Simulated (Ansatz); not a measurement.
Predict the output of the script below (the Ansatz DFT code, driven from Python).

Input file `tipbo3.extxyz`:
```text
5
Lattice="3.9639 0.0 0.0 0.0 3.9639 0.0 0.0 0.0 3.9639" Properties=species:S:1:pos:R:3 pbc="T T T"
Ti    1.98195000    1.98195000    1.98195000
Pb    0.00000000    0.00000000    0.00000000
O     0.00000000    1.98195000    1.98195000
O     1.98195000    0.00000000    1.98195000
O     1.98195000    1.98195000    0.00000000
```

`mass_tipbo3.py`:
```python
'''Effective masses of TiPbO3 by finite differences.'''

from dataclasses import dataclass
import warnings

import ansatz as az
import numpy as np


@dataclass(frozen=True)
class Options:
    scf_tol: float = 1e-10
    occupations: str = 'fixed'


cfg = Options()


def main() -> None:
    warnings.simplefilter('ignore', az.DeckWarning)

    xtal = az.Crystal.from_extxyz('tipbo3.extxyz')

    job = (
        xtal.calculation()
        .functional(az.Functional.PBE)
        .kpoints(6, center='gamma')
        .scf(tolerance=cfg.scf_tol)
        .occupations(cfg.occupations)
    )
    # find the band extrema among the mesh points first
    result = job.band_table().run()
    r = result.report
    levels = np.array(r['eigenvalues_ev'])
    filled = round(r['n_electrons'] / 2)
    edges = {'top filled band': (filled - 1, levels[:, filled - 1].argmax()), 'lowest empty band': (filled, levels[:, filled].argmin())}
    gap = levels[:, filled].min() - levels[:, filled - 1].max()
    print(f'gap on the mesh {gap:.3f} eV')
    if gap <= 0.05:
        print('no gap: band-edge masses have no meaning here')
        edges = {}
    reciprocal = 2 * np.pi * np.linalg.inv(result.lattice.cell_ang).T
    step = 0.006  # 1/A

    # m/m_e = (hbar^2/m_e) / (d2E/dk2), with hbar^2/m_e = 7.61996 eV A^2
    pairs = [(0, 1), (0, 2), (1, 2)]
    moves = [sign * axis for axis in np.eye(3) for sign in (-1, 1)]
    moves += [s1 * np.eye(3)[i] + s2 * np.eye(3)[j] for i, j in pairs for s1 in (1, -1) for s2 in (1, -1)]
    for name, (band, index) in edges.items():
        together = int(np.sum(np.abs(levels[index] - levels[index, band]) < 2e-3))
        print(name, 'at k =', np.round(r['kpoints_frac'][index], 4), f'E = {levels[index, band]:.4f} eV, degeneracy {together}')
        centre = np.array(r['kpoints_frac'][index]) @ reciprocal
        points = [centre] + [centre + step * move for move in moves]
        table = job.band_structure(points, intervals=1, cartesian=True).run().band_structure().channels[0].eigenvalues_ev
        if together > 1:
            level = np.flatnonzero(np.abs(levels[index] - levels[index, band]) < 2e-3)
            along = (table[1, level] + table[2, level] - 2 * table[0, level]) / step ** 2
            print('  degenerate level, no single mass tensor; masses of its branches along x:', np.round(7.61996 / along, 3), 'm_e')
            continue
        e = table[:, band]
        hessian = np.diag((e[1:7:2] + e[2:7:2] - 2 * e[0]) / step ** 2)
        for (i, j), (pp, pm, mp, mm) in zip(pairs, e[7:].reshape(3, 4)):
            hessian[i, j] = hessian[j, i] = (pp - pm - mp + mm) / (4 * step ** 2)
        curvatures, axes = np.linalg.eigh(hessian)
        slope = (e[2:7:2] - e[1:7:2]) / (2 * step)
        print('  slope (eV A):', np.round(slope, 3) + 0.0, '' if np.abs(slope).max() < 0.05 else '- no extremum here, so these are local curvatures and no band-edge masses')
        for curvature, axis in zip(curvatures, axes.T):
            print(f'  principal mass {7.61996 / curvature:8.3f} m_e along', np.round(axis, 2) + 0.0)


if __name__ == '__main__':
    main()
```

```console
$ python mass_tipbo3.py
gap on the mesh 1.652 eV
top filled band at k = [ 0.   0.  -0.5] E = 10.5270 eV, degeneracy 1
  slope (eV A): [0. 0. 0.]
  principal mass   -0.240 m_e along [0. 0. 1.]
  principal mass   -0.770 m_e along [ 0.49 -0.87  0.  ]
  principal mass   -0.770 m_e along [0.87 0.49 0.  ]
lowest empty band at k = [0. 0. 0.] E = 12.1787 eV, degeneracy 3
  degenerate level, no single mass tensor; masses of its branches along x: [155.056   0.463   0.463] m_e
```

What to keep in mind:
- The run is spin-unpolarised.
- Spin-orbit coupling, left out here, can change this gap by several tenths of an eV, and inverted bands can meet off the mesh.
- The computed bands are complete only to about 3.7 eV above the Fermi level.
- Of the deposited cell: it was measured well above room temperature.
- The starting cell is as deposited in a crystallographic database; the results hold for this polymorph, which needn't be the stable one.
- Levels are Kohn-Sham eigenvalues on this mesh, without spin-orbit coupling.
- The masses are finite-difference curvatures at extrema found on a coarse mesh, which needn't be the true band edges; a step that is long against the gap makes them too heavy. Negative values are curvatures of valence bands (the hole mass is their size). Spin-orbit coupling is left out, and light masses scale with the Kohn-Sham gap.
- It ran for 9.1 s on 1 thread of Intel(R) Xeon(R) Processor @ 2.30GHz (shared host), peak memory 0.54 GiB.
